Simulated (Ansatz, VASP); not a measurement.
# Sr in VASP and in Ansatz

```
CELL_PARAMETERS angstrom
4.35311 0.00000 0.00000
-2.17656 3.36335 0.00000
0.00000 0.00000 7.50425
ATOMIC_POSITIONS crystal
Sr 0.33333 0.66667 0.25000
Sr 0.66667 0.33333 0.75000
```

Change from the starting cell: strain +e along x and -e along y +0.0550, strain +e along z and -e/2 along x and y +0.0700.

Alike in both runs: task single point; functional PBE; k mesh 12 × 12 × 6; occupations gaussian, width 0.15 eV; no spin polarisation.

|  | VASP | Ansatz |
| --- | --- | --- |
| version | VASP 6.6.1 | Ansatz 0.2.0 |
| potentials or method | VASP PAW PBE potentials, release 64 (Sr_sv) | scalar-relativistic, plane waves, PAW |
| plane-wave cutoff (eV) | 520 | 420 |
| valence electrons in the cell | 20 | 20 |

|  | VASP | Ansatz | Ansatz less VASP |
| --- | --- | --- | --- |
| gap on the k mesh at the Fermi level (eV) | none | none | - |
| pressure (GPa) | 0.2 | 0.2 | -0.01 |
| largest component of the traceless stress (GPa) | 1.91 | 1.91 | -0.002 |
| rms of the force components (eV/Å) | 0.040 | 0.040 | -0.0001 |

Atom by atom the forces differ by 0.000 eV/Å (rms over components). A gap of «none» marks a metal or a gap that the smearing closes.
